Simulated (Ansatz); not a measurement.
HfC:

```
CELL_PARAMETERS angstrom
-1.39667 2.49718 1.84734
1.39667 -2.49718 1.84734
1.39667 2.49718 -1.84734
ATOMIC_POSITIONS crystal
Hf 0.98471 0.98471 0.00000
C 0.67945 0.17945 0.50000
```

The cell was built by a generator and needn't be a form met in nature.

| Item | Value |
| --- | --- |
| Program | Ansatz 0.2.0 |
| Task | relaxation of cell and atoms |
| Functional | PBE |
| Dispersion | D3(BJ) |
| Potentials or basis | Ansatz PAW |
| Cutoff | 420 eV (not typed: the program's choice for these potentials) |
| k mesh | 12 × 12 × 12 |
| Occupations | fermi-dirac, width 0.05 eV |
| Spin | no spin polarisation |

At the start: volume 12.89 Å³/atom.

Where does the relaxation end?

It ends after 12 steps and the volume is 12.33 Å³/atom (-4.3 %); space group Fm-3m (No. 225, to 0.05 Å).

The path:
| step | energy change (eV) | largest force (eV/Å) | volume (Å³) |
| --- | --- | --- | --- |
| 1 | 0.0000 | 11.4763 | 25.77 |
| 2 | -2.3105 | 5.4417 | 26.39 |
| 3 | -3.5794 | 3.1859 | 25.00 |
| 4 | -4.1827 | 1.6478 | 23.73 |
| 5 | -4.3848 | 0.0029 | 24.63 |
| 6 | -4.3854 | 0.0007 | 24.62 |
| 7 | -4.3854 | 0.0000 | 24.62 |
| 8 | -4.3979 | 0.0000 | 24.62 |
| 9 | -4.3983 | 0.0002 | 24.65 |
| 10 | -4.3984 | 0.0002 | 24.65 |
| 11 | -4.3984 | 0.0000 | 24.65 |
| 12 | -4.3984 | 0.0000 | 24.65 |

Final structure:
```
CELL_PARAMETERS angstrom
-1.63341 2.30999 1.63341
1.63341 -2.30999 1.63341
1.63341 2.30999 -1.63341
ATOMIC_POSITIONS crystal
Hf 0.08208 0.08208 0.00000
C 0.58208 0.08208 0.50000
```

Caveat: the plane-wave basis is chosen anew once the cell has moved, so the energies of steps on either side of that aren't comparable; pairwise dispersion overbinds metals, which lowers pressure and volume.
